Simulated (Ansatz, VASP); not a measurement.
Two plane-wave programs on GaN

Contents of INCAR:

```
PREC = Accurate
ENCUT = 520
EDIFF = 1E-6
ISMEAR = 0
SIGMA = 0.03
LREAL = False
LASPH = True
NELM = 100
ALGO = Fast
ISIF = 2
LWAVE = False
LCHARG = True
LELF = True
LVHAR = True
NBANDS = 16
```

File KPOINTS:

```
regular mesh
0
Gamma
  14 14 14
```

POSCAR

```
GaN
1.0
    0.0000000000      2.0711779500      2.1992920500
    2.0711779500      0.0000000000      2.1992920500
    2.0711779500      2.0711779500      0.0000000000
Ga N
1 1
Direct
    0.0000000000      0.0000000000      0.0000000000
    0.5000000000      0.5000000000      0.5000000000
```

Input for Ansatz:

```yaml
crystal:
  lattice:
    - [0.0, 2.07117795, 2.19929205]
    - [2.07117795, 0.0, 2.19929205]
    - [2.07117795, 2.07117795, 0.0]
  atoms:
    - { symbol: Ga, position: [0.0, 0.0, 0.0] }
    - { symbol: "N", position: [0.5, 0.5, 0.5] }
basis:
  ecutwfc: 420
kpoints:
  mp_grid: { grid: [14, 14, 14] }
hamiltonian:
  xc: lda
scf:
  occupations: { method: gaussian, width: 0.03 }
output:
  forces: true
  stress: true
  eigenvalues: true
```

Change from the starting cell: strain -0.030 along x and y, +0.030 along z, atoms carried along.

Alike in both runs: task single point; functional LDA; k mesh 14 × 14 × 14; occupations gaussian, width 0.03 eV; no spin polarisation.

|  | VASP | Ansatz |
| --- | --- | --- |
| version | VASP 6.6.1 | Ansatz 0.2.0 |
| potentials or method | VASP PAW LDA potentials, release 64 (Ga_d, N) | scalar-relativistic, plane waves, PAW |
| plane-wave cutoff (eV) | 520 | 420 |
| valence electrons in the cell | 18 | 18 |

```tsv
	VASP	Ansatz	Ansatz less VASP
gap on the k mesh at the Fermi level (eV)	0.18	0.16	-0.017
least direct gap on the mesh (eV)	2.54	2.51	-0.030
pressure (GPa)	-4.9	-6.1	-1.24
largest component of the traceless stress (GPa)	6.58	6.22	-0.360
```

A k mesh can miss the band edges.
